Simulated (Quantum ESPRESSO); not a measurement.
WS2 (Tungstenite) in Quantum ESPRESSO: the effect of functional

Crystal: WS2 (Tungstenite).

```
CELL_PARAMETERS angstrom
3.18000 0.00000 0.00000
-1.59000 2.75396 0.00000
0.00000 0.00000 12.50000
ATOMIC_POSITIONS crystal
W 0.66667 0.33333 0.75000
W 0.33333 0.66667 0.25000
S 0.66667 0.33333 0.37500
S 0.33333 0.66667 0.87500
S 0.66667 0.33333 0.12500
S 0.33333 0.66667 0.62500
```

Alike in all runs:

- Program: Quantum ESPRESSO 7.5
- Task: dielectric tensor
- k mesh: 4 × 4 × 2, shifted
- Occupations: fermi-dirac, width 0.05 eV
- Spin: no spin polarisation

```tsv
functional	potentials or basis	cutoff	pressure (GPa)	largest force (eV/Å)
LDA	PseudoDojo 0.4.1 SR LDA standard	952 eV	-6.4	0.44
PBEsol	PseudoDojo 0.4.1 SR PBEsol standard	1007 eV	-3.1	0.21
WC	PseudoDojo 0.4.1 SR PBE standard	1007 eV	?	?
BLYP	PseudoDojo 0.4.1 SR PBE standard	1007 eV	9.4	0.52
```

Question: What does the run with functional WC give?

Answer: Pressure -1.9 GPa; largest force 0.07 eV/Å.

Caveats: all runs use coarse meshes; the cell is more than 3 GPa from zero pressure, which shifts response properties (some runs); this functional lacks dispersion, which binds the layers, so the pressure and a relaxed spacing across them are unreliable (some runs); the potentials were made for another functional, which shifts forces and pressure (some runs).

Runs at the PBE level aren't shown here.
